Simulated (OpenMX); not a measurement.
Crystal: SnTe.

```
Te Sn
1.0
     0.00000    3.15085    3.15085
     3.15085    0.00000    3.15085
     3.15085    3.15085    0.00000
Te Sn
1 1
Direct
  0.50000 0.50000 0.50000
  0.00000 0.00000 0.00000
```

Base run:

```yaml
Program: OpenMX 3.8.5
Functional: PBE
Potentials_or_basis: OpenMX 2013 PBE set, Te7.0-s3p3d2f1, Sn7.0-s3p2d2f1, grid cutoff 500 Ry
k_mesh: 5 × 5 × 5
Occupations: fermi-dirac, width 0.05 eV
Spin: no spin polarisation
```

Its results: pressure -0.3 GPa.

Question: The run is repeated on the same cell with these changes: potentials or basis from OpenMX 2013 PBE set, Te7.0-s3p3d2f1, Sn7.0-s3p2d2f1, grid cutoff 500 Ry to OpenMX 2013 PBE set, Te7.0-s3p2d2, Sn7.0-s3p2d1, grid cutoff 500 Ry. What comes out?

Answer: Pressure 3.8 GPa.

Caveats: the basis of atomic orbitals isn't converged, which shifts pressures, moduli and gaps.
